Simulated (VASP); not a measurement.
A run of VASP 6.6.1:

INCAR

```
SYSTEM = Ce
ALGO = Normal ; EDIFF = 1E-6
ENCUT = 520 ; GGA = PE
ISIF = 2 ; ISMEAR = 0
ISPIN = 2 ; LASPH = .True.
LCHARG = .False. ; LMAXMIX = 6
LORBIT = 11 ; LREAL = .False.
LWAVE = .False. ; MAGMOM = 0.22
NBANDS = 16 ; NELM = 150
PREC = Accurate ; SIGMA = 0.05
```

Contents of KPOINTS:

```
k-points
0
Gamma
  6 6 6
  0 0 0
```

File POSCAR:

```
Ce
1.0
    0.0000000000      2.4549123902      2.4549123902
    2.4549123902      0.0000000000      2.4549123902
    2.4549123902      2.4549123902      0.0000000000
Ce
1
Direct
    0.0000000000      0.0000000000      0.0000000000
```

Potentials or basis: VASP PAW PBE potentials, release 64 (Ce).

The run is started by

```bash
$ cat potpaw_PBE.64/Ce/POTCAR > POTCAR
$ mpirun -np 1 vasp_std > vasp.out
```

Hardware: 1 thread of Intel(R) Xeon(R) 6975P-C (Granite Rapids), with other jobs on the host.

**Question.** Estimate the wall time of this run.

**Answer.** Wall time 19 s on 1 thread of Intel(R) Xeon(R) 6975P-C (Granite Rapids), on a shared host, peak memory 0.18 GiB. Counts: scf iterations 15, k points 16.
